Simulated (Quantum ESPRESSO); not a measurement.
Runs of Quantum ESPRESSO 7.5 on PtSe2 (Sudovikovite). The structure is trigonal, space group P-3m1 (No. 164). The conventional cell has a = 3.724 Å, b = 3.724 Å, c = 5.062 Å, α = 90.00°, β = 90.00°, γ = 120.00°. Around Pt (site symmetry -3m) lie 6 Se at 2.49 Å. Se (site symmetry 3m) is surrounded by 3 Pt at 2.49 Å. 

| level | U | mixing beta | gap on the mesh (eV) | pressure (GPa) | largest force (eV/Å) |
| --- | --- | --- | --- | --- | --- |
| PBE+U | Pt d U = 6 eV | 0.3 | none | 5.4 | (b) |
| PBE+U | Pt d U = 5 eV | 0.3 | none | 5.6 | 0.47 |
| PBE | - | 0.5 | none | 7.1 | 0.59 |
| PBE+U | Pt d U = 8 eV | 0.3 | none | 5.0 | (c) |
| PBE+U | Pt d U = 1 eV | 0.3 | none | (a) | 0.56 |

Alike in all rows: task single point; potentials or basis SSSP 1.3 efficiency PBE; no spin polarisation; cell as given; k mesh 8 × 8 × 5; cutoff (eV) 748; smearing fermi-dirac 0.05 eV.

Q: Estimate the missing entries.

A: (a) 6.8; (b) 0.45; (c) 0.43.

Caveats: U without spin polarisation on a metal has little footing (some runs).

A k mesh can miss the band edges, and the runs leave out spin-orbit coupling on Pt, Se.

A gap of «none» marks a metal or a gap under the smearing width.
